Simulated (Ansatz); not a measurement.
## What isotropic strain −1.17 % does to RuO2

Take RuO$_{2}$ in the rutile structure (space group P4_2/mnm, No. 136; a = 4.4799 Å, c = 3.1069 Å) as the base.

One thing is altered: the cell is scaled by 0.9883 in all directions, atoms relaxed at fixed cell.

The values are results of Kohn–Sham DFT with the r2SCAN functional, run in Ansatz (a first-principles code) with PAW and 500 eV plane waves, no spin-orbit coupling, not measurements. Γ-centred 11×11×15 mesh, Fermi–Dirac width 0.05 eV.

- Volume per atom = 10.03 Å³ (base 10.39 Å³)
- Space group = P4_2/mnm (No. 136) (base P4_2/mnm (No. 136))
- Energy relative to the base (free energy F) = +12 meV/atom
- Pressure (mean of the normal stresses, compression positive) = 11.1 GPa (base 0.0 GPa)
- Band gap = zero (base zero)

Final structure:

```yaml
crystal:
  lattice:
    - [4.42751, 0.00000, 0.00000]
    - [0.00000, 4.42751, 0.00000]
    - [0.00000, 0.00000, 3.07056]
  atoms:
    - { symbol: Ru, position: [0.50000, 0.50000, 0.50000] }
    - { symbol: Ru, position: [0.00000, 0.00000, 0.00000] }
    - { symbol: O, position: [0.80511, 0.80511, 0.50000] }
    - { symbol: O, position: [0.30511, 0.69489, 0.00000] }
    - { symbol: O, position: [0.69489, 0.30511, 0.00000] }
    - { symbol: O, position: [0.19489, 0.19489, 0.50000] }
```

Stability against distortions was not tested. Seeded moments were not kept for the base. No Hubbard U is applied, and correlation can decide whether such a compound is a metal. The final runs are not spin-polarised.
